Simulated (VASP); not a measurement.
# NaCl: G0W0 on PBE, by volume over the given one and cell

NaCl, Fm-3m (no. 225), 2 atoms in the cell. PBE, GW; PAW potentials Cl_GW, Na_sv_GW (PBE set).

| Volume over the given one | Cell | Quasiparticle gap on the mesh (eV) | Gap of the starting point on the mesh (eV) | Quasiparticle gap at the zone centre (eV) | Starting gap at the zone centre (eV) | Correction of the gap between the band edges on the mesh (eV) | Time (s) |
|---|---|---|---|---|---|---|---|
| 0.94 | scale = 0.94 | 8.39 | 5.48 | 8.39 | 5.48 | 2.91 | 83 |
| 0.97 | scale = 0.97 | 8.26 | 5.35 | 8.26 | 5.35 | 2.91 | 81 |
| 1 | as given | 8.13 | 5.22 | 8.13 | 5.22 | 2.91 | 85 |
| 1.03 | scale = 1.03 | 8.02 | 5.11 | 8.02 | 5.11 | 2.91 | 75 |

Limits: the mesh is coarse: the screening isn't converged, and the gap may still move by about 0.1 eV.

## Input of the first row

INCAR.step1:
```
PREC = Accurate
ENCUT = 450
ISMEAR = 0
SIGMA = 0.05
LASPH = True
LREAL = False
GGA = PE
ALGO = Normal
EDIFF = 1E-8
NELM = 150
LWAVE = True
LCHARG = False
KPAR = 4
```

INCAR.step2, as INCAR.step1 but for:
```
- ALGO = Normal
- NELM = 150
+ ALGO = Exact
+ NELM = 1
+ ISTART = 1
+ NBANDS = 196
+ LOPTICS = True
```

INCAR.step3:
```
PREC = Accurate
ENCUT = 450
ISMEAR = 0
SIGMA = 0.05
LASPH = True
LREAL = False
GGA = PE
ALGO = EVGW0
NBANDS = 196
NBANDSGW = 12
ENCUTGW = 160
NOMEGA = 48
PRECFOCK = Fast
ISTART = 1
LWAVE = False
LCHARG = False
NELMGW = 1
KPAR = 4
```

KPOINTS:
```
k-points
0
Gamma
  4 4 4
```

POSCAR:
```
NaCl
1.0
    0.0000000000      2.7370255149      2.7370255149
    2.7370255149      0.0000000000      2.7370255149
    2.7370255149      2.7370255149      0.0000000000
Cl Na
1 1
Direct
    0.5000000000      0.5000000000      0.5000000000
    0.0000000000      0.0000000000      0.0000000000
```

Commands (each step's output is kept before the next begins):
```
cat potpaw_PBE.64/Cl_GW/POTCAR potpaw_PBE.64/Na_sv_GW/POTCAR > POTCAR
cp INCAR.step1 INCAR
mpirun -np 4 vasp_std > vasp.out
cp INCAR.step2 INCAR
mpirun -np 4 vasp_std > vasp.out
cp INCAR.step3 INCAR
mpirun -np 4 vasp_std > vasp.out
```

VASP 6.6.1 took 83 s on 4 cores (Intel Xeon Platinum 8259CL @ 2.50GHz (Skylake/Cascade Lake)), a shared host.
